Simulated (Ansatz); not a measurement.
# Mo: the cost of one run

Program: Ansatz 0.2.0. Level of theory: DFT HSE06, scalar-relativistic, plane waves, PAW (the target; the first runs use scalar-relativistic PBE). These are calculated values, not measurements.

This is Mo in the hcp structure; at room conditions it is bcc.

### 1 The starting structure

The structure is hexagonal, space group P6_3/mmc (No. 194). Conventional cell: a = 2.806 Å, b = 2.806 Å, c = 4.583 Å, α = 90.00°, β = 90.00°, γ = 120.00°. Mo (site symmetry -6m2) is surrounded by 12 Mo at 2.81 Å.

Structure file:

```cif
data_structure
_symmetry_space_group_name_H-M 'P 1'
_symmetry_Int_Tables_number 1
_cell_length_a 2.8061
_cell_length_b 2.8061
_cell_length_c 4.5834
_cell_angle_alpha 90.000
_cell_angle_beta 90.000
_cell_angle_gamma 120.000
_cell_volume 31.26
loop_
_atom_site_label
_atom_site_type_symbol
_atom_site_fract_x
_atom_site_fract_y
_atom_site_fract_z
_atom_site_occupancy
Mo1 Mo 0.33333 0.66667 0.75000 1
Mo2 Mo 0.66667 0.33333 0.25000 1
```

### 2 Relaxing cell and atoms (PBE, 8×8×4 mesh)

Input file input.yaml:

```yaml
crystal:
  lattice:
    - [2.8061338809, 0.0, 0.0]
    - [-1.4030669405, 2.4301832273, 0.0]
    - [0.0, 0.0, 4.5833520055]
  atoms:
    - { symbol: Mo, position: [0.3333333333, 0.6666666667, 0.75] }
    - { symbol: Mo, position: [0.6666666667, 0.3333333333, 0.25] }
basis:
  ecutwfc: 420
  ecutrho_ratio: 4
kpoints:
  mp_grid: { grid: [8, 8, 4] }
hamiltonian:
  xc: pbe
scf:
  occupations: { method: gaussian, width: 0.05 }
output:
  forces: true
  stress: true
  eigenvalues: true
relax:
  f_tol: 0.03
  max_steps: 60
  cell: { stress_tol: 0.6 }
```

Q: Estimate wall time and peak memory on 4 threads of an x86-64 CPU, shared host.

About 1.8 s, with a peak of 0.35 GiB.
